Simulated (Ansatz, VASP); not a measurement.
**Two plane-wave programs on Se**

```
CELL_PARAMETERS angstrom
-1.68287 1.68287 1.68287
1.68287 -1.68287 1.68287
1.68287 1.68287 -1.68287
ATOMIC_POSITIONS crystal
Se 0.00000 0.00000 0.00000
```

Alike in both runs: task single point; functional revPBE; k mesh 14 × 14 × 14; occupations fermi-dirac, width 0.1 eV; no spin polarisation.

|  | VASP | Ansatz |
| --- | --- | --- |
| version | VASP 6.6.1 | Ansatz 0.2.0 |
| potentials or method | VASP PAW PBE potentials, release 64 (Se) | plane waves (420 eV) with PAW, scalar-relativistic |
| plane-wave cutoff (eV) | 520 | 420 |
| valence electrons in the cell | 6 | 16 |

|  | VASP | Ansatz | Ansatz less VASP |
| --- | --- | --- | --- |
| pressure (GPa) | 7.3 | 7.3 | 0.00 |

The functional is the same, so the differences come from potentials, cutoffs and numerics. The two sets of potentials don't hold the same shells in valence.

Caveats: the PAW data sets were made with another functional, which shifts forces and pressure a little (VASP).
